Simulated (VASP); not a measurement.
# ZnCu2SnS4 (I-4) in VASP: further runs, part 2 of 2

VASP 6.6.1.

## Step 3: Relaxation of cell and atoms, PBE

This run uses another cell than the first one, of 20.47 Å³/atom, 1.022 times its volume.

Input file INCAR:

```
PREC = Accurate
ENCUT = 600
EDIFF = 1E-7
ISMEAR = 0
SIGMA = 0.03
LREAL = False
LASPH = True
NELM = 80
ALGO = Normal
ISIF = 3
LWAVE = False
LCHARG = False
GGA = PE
IBRION = 2
NSW = 90
EDIFFG = -0.005
KPAR = 4
```

Input file KPOINTS:

```
Automatic mesh
0
Gamma
  10 10 10
```

Input file POSCAR:

```
ZnCu2SnS4                               
1.0
   -2.7376699519      2.7376699646      5.4637534198
    2.7376699519     -2.7376699646      5.4637534198
    2.7376699646      2.7376699519     -5.4637534198
  Zn              Cu              Sn              S             
     1     2     1     4
Direct
     0.2500000000000000    0.7500000000000000    0.5000000000000000
     0.0000000000000000    0.0000000000000000    0.0000000000000000
     0.7500000000000000    0.2500000000000000    0.5000000000000000
     0.5000000000000000    0.5000000000000000    0.0000000000000000
     0.3712546501396577    0.8949059498217969    0.0075224495541481
     0.1050940501782030    0.1126164997323510    0.4763487003178678
     0.8873835002676491    0.3637322005855169    0.9924775504458522
     0.6362677994144829    0.6287453498603421    0.5236512996821321
```

Potentials or basis: VASP PAW PBE potentials, release 64 (Zn, Cu, Sn_d, S).

Launch:

```sh
$ cat potpaw_PBE.64/Zn/POTCAR potpaw_PBE.64/Cu/POTCAR potpaw_PBE.64/Sn_d/POTCAR potpaw_PBE.64/S/POTCAR > POTCAR
$ mpirun -np 4 vasp_std > vasp.out
```

OUTCAR:

```text
PREC = Accurate
   ENCUT = 600
   EDIFF = 1E-7
   ISMEAR = 0
   LREAL = False
   LASPH = True
   NELM = 80
   ISIF = 3
   GGA = PE
   IBRION = 2
   NSW = 90
   EDIFFG = -0.005

 ion  position               nearest neighbor table
   1  0.250  0.750  0.500-   8 2.37   7 2.37   6 2.37   5 2.37
   2  0.000  0.000  0.000-   5 2.32   8 2.32   7 2.32   6 2.32
   3  0.750  0.250  0.500-   6 2.32   7 2.32   5 2.32   8 2.32
   4  0.500  0.500  0.000-   8 2.47   7 2.47   6 2.47   5 2.47
   5  0.371  0.895  0.008-   3 2.32   2 2.32   1 2.37   4 2.47
   6  0.105  0.113  0.476-   3 2.32   2 2.32   1 2.37   4 2.47
   7  0.887  0.364  0.992-   3 2.32   2 2.32   1 2.37   4 2.47
   8  0.636  0.629  0.524-   3 2.32   2 2.32   1 2.37   4 2.47

  LATTYP: Found a body centered tetragonal cell.
 ALAT       =     5.4753399165
 C/A-ratio  =     1.9957677525

  Lattice vectors:

 A1 = (  -2.7376699519,   2.7376699646,   5.4637534198)
 A2 = (   2.7376699519,  -2.7376699646,   5.4637534198)
 A3 = (   2.7376699646,   2.7376699519,  -5.4637534198)

Analysis of symmetry for initial positions (statically):
=====================================================================
 Subroutine PRICEL returns:
 Original cell was already a primitive cell.

 Routine SETGRP: Setting up the symmetry group for a
 body centered tetragonal supercell.

 Subroutine GETGRP returns: Found  4 space group operations
 (whereof  4 operations were pure point group operations)
 out of a pool of 16 trial point group operations.

The static configuration has the point symmetry S_4 .

Analysis of symmetry for dynamics (positions and initial velocities):
=====================================================================
 Subroutine PRICEL returns:
 Original cell was already a primitive cell.

 Routine SETGRP: Setting up the symmetry group for a
 body centered tetragonal supercell.

 Subroutine GETGRP returns: Found  4 space group operations
 (whereof  4 operations were pure point group operations)
 out of a pool of 16 trial point group operations.

The dynamic configuration has the point symmetry S_4 .

 Subroutine INISYM returns: Found  4 space group operations
 (whereof  4 operations are pure point group operations),
 and found     1 'primitive' translations

----------------------------------------------------------------------------------------

                                     Primitive cell

  volume of cell :     163.7998

  direct lattice vectors                    reciprocal lattice vectors
    -2.737669952  2.737669965  5.463753420     0.000000000  0.182637063  0.091512182
[... 144 lines left out ...]
  ext. energy  EPLUGINS =         0.00000000
  ---------------------------------------------------
  free energy    TOTEN  =       -32.59995625 eV

  energy without entropy =      -32.59994924  energy(sigma->0) =      -32.59995275

------------------------ aborting loop because EDIFF is reached ----------------------------------------

  FORCE on cell =-STRESS in cart. coord.  units (eV):
  Direction    XX          YY          ZZ          XY          YZ          ZX
  --------------------------------------------------------------------------------------
  -------------------------------------------------------------------------------------
  Total       -0.0416918     -0.0416918      0.0281926      0.0000000     -0.0000000      0.0000000
  in kB       -0.4078003     -0.4078003      0.2757611      0.0000004     -0.0000000      0.0000000
  external PRESSURE =      -0.1799465 kB  Pullay stress =       0.0000000 kB

 VOLUME and BASIS-vectors are now :
 -----------------------------------------------------------------------------
  energy-cutoff  :      600.00
  volume of cell :      163.80
      direct lattice vectors                 reciprocal lattice vectors
    -2.737669952  2.737669965  5.463753420     0.000000000  0.182637063  0.091512182
     2.737669952 -2.737669965  5.463753420     0.182637063 -0.000000000  0.091512182
     2.737669965  2.737669952 -5.463753420     0.182637063  0.182637062  0.000000000

 POSITION                                       TOTAL-FORCE (eV/Angst)
 -----------------------------------------------------------------------------------
      2.73767     -0.00000      2.73188        -0.000000      0.000000      0.000000
      0.00000      0.00000      0.00000        -0.000000      0.000000      0.000000
      0.00000      2.73767      2.73188        -0.000000      0.000000      0.000000
      0.00000      0.00000      5.46375        -0.000000      0.000000      0.000000
      1.45418     -1.41299      6.87689         0.002114      0.005113     -0.007173
      1.32468      1.28349     -1.41314         0.005113     -0.002114      0.007173
      1.28349      4.15066      1.41314        -0.002114     -0.005113     -0.007173
      1.41299      1.45418      4.05062        -0.005113      0.002114      0.007173
 -----------------------------------------------------------------------------------
    total drift:                                0.000000      0.000000      0.000003

  FREE ENERGIE OF THE ION-ELECTRON SYSTEM (eV)
  ---------------------------------------------------
  free  energy   TOTEN  =       -32.5999562507 eV

  energy  without entropy=      -32.5999492448  energy(sigma->0) =      -32.59995275

--------------------------------------- Ionic step        2  -------------------------------------------

 number of electron      71.9999986 magnetization

 Free energy of the ion-electron system (eV)
  ---------------------------------------------------
  ext. energy  EPLUGINS =         0.00000000
  ---------------------------------------------------
  free energy    TOTEN  =       -32.59999079 eV

  energy without entropy =      -32.59998442  energy(sigma->0) =      -32.59998760

 E-fermi :   4.7101     XC(G=0):  -9.6863

 val. band max:        4.6712812155   @ k =   0.0000   0.0000   0.0000
 cond. band min:       4.7489347154   @ k =   0.0000   0.0000   0.0000
 fundamental gap:      0.0776534999
 Fermi energy:         4.7101327794

 k-point     1 :       0.0000    0.0000    0.0000
  band No.  band energies     occupation
      1     -17.5797      2.00000
      2     -17.5760      2.00000
      3     -17.5760      2.00000
      4     -17.5088      2.00000
      5     -17.5044      2.00000
      6      -9.7001      2.00000
[... 1093 lines left out ...]
     42       9.4190      0.00000
     43      10.0061      0.00000

 [... further k-points ...]

------------------------ aborting loop because EDIFF is reached ----------------------------------------

  FORCE on cell =-STRESS in cart. coord.  units (eV):
  Direction    XX          YY          ZZ          XY          YZ          ZX
  --------------------------------------------------------------------------------------
  -------------------------------------------------------------------------------------
  Total       -0.0236693     -0.0236693      0.0337319      0.0000001      0.0000000     -0.0000000
  in kB       -0.2315942     -0.2315942      0.3300519      0.0000011      0.0000000     -0.0000000
  external PRESSURE =      -0.0443788 kB  Pullay stress =       0.0000000 kB

 VOLUME and BASIS-vectors are now :
 -----------------------------------------------------------------------------
  energy-cutoff  :      600.00
  volume of cell :      163.75
      direct lattice vectors                 reciprocal lattice vectors
    -2.736981660  2.736981674  5.464682318     0.000000000  0.182682992  0.091496627
     2.736981660 -2.736981674  5.464682318     0.182682992 -0.000000000  0.091496627
     2.736981674  2.736981660 -5.464682318     0.182682993  0.182682992  0.000000000

 POSITION                                       TOTAL-FORCE (eV/Angst)
 -----------------------------------------------------------------------------------
      2.73698     -0.00000      2.73234        -0.000000      0.000000      0.000000
      2.73698      2.73698     -5.46468        -0.000000      0.000000      0.000000
      0.00000      2.73698      2.73234        -0.000000      0.000000      0.000000
      2.73698      2.73698      0.00000        -0.000000      0.000000      0.000000
      1.45391     -1.41239      6.87771         0.002072      0.002256     -0.003470
      1.32459      1.28307     -1.41303         0.002256     -0.002072      0.003470
      1.28307      4.14937      1.41303        -0.002072     -0.002256     -0.003470
      1.41239      1.45391      4.05165        -0.002256      0.002072      0.003470
 -----------------------------------------------------------------------------------
    total drift:                                0.000000      0.000000      0.000003

  FREE ENERGIE OF THE ION-ELECTRON SYSTEM (eV)
  ---------------------------------------------------
  free  energy   TOTEN  =       -32.5999907888 eV

  energy  without entropy=      -32.5999844162  energy(sigma->0) =      -32.59998760

 reached required accuracy - stopping structural energy minimisation
```

It took 14 min on 4 MPI ranks of Intel Xeon Platinum 8259CL at 2.50GHz (Skylake/Cascade Lake), shared host; peak memory 1.3 GiB.

Results:

- Free energy: -32.6000 eV
- Relaxed volume: 20.47 Å³/atom
- Relaxed cell: a = 6.697 Å, b = 6.697 Å, c = 6.697 Å, α = 131.75°, β = 131.75°, γ = 70.62°
- Space group after relaxing (to 0.05 Å): I-4 (No. 82)
- Energy gained by relaxing: 0.0 meV/atom
- Ionic steps: 2
- Pressure after relaxing: 0.0 GPa
- Largest force after relaxing: 0.005 eV/Å
- Band gap on the k mesh: 0.08 eV, direct

Forces in eV/Å, atoms in the order of the input:
```
Zn   0.000  0.000  0.000
Cu   0.000  0.000  0.000
Cu   0.000  0.000  0.000
Sn   0.000  0.000  0.000
S    0.002  0.002 -0.003
S    0.002 -0.002  0.003
S   -0.002 -0.002 -0.003
S   -0.002  0.002  0.003
```

Final structure:
```
CELL_PARAMETERS angstrom
-2.73698 2.73698 5.46468
2.73698 -2.73698 5.46468
2.73698 2.73698 -5.46468
ATOMIC_POSITIONS crystal
Zn 0.25000 0.75000 0.50000
Cu 0.00000 0.00000 0.00000
Cu 0.75000 0.25000 0.50000
Sn 0.50000 0.50000 0.00000
S 0.37127 0.89489 0.00759
S 0.10511 0.11269 0.47638
S 0.88731 0.36368 0.99241
S 0.63632 0.62873 0.52363
```

Caveat: spin-orbit coupling is left out, which moves the levels of the heavy elements. A k mesh can miss the band edges.
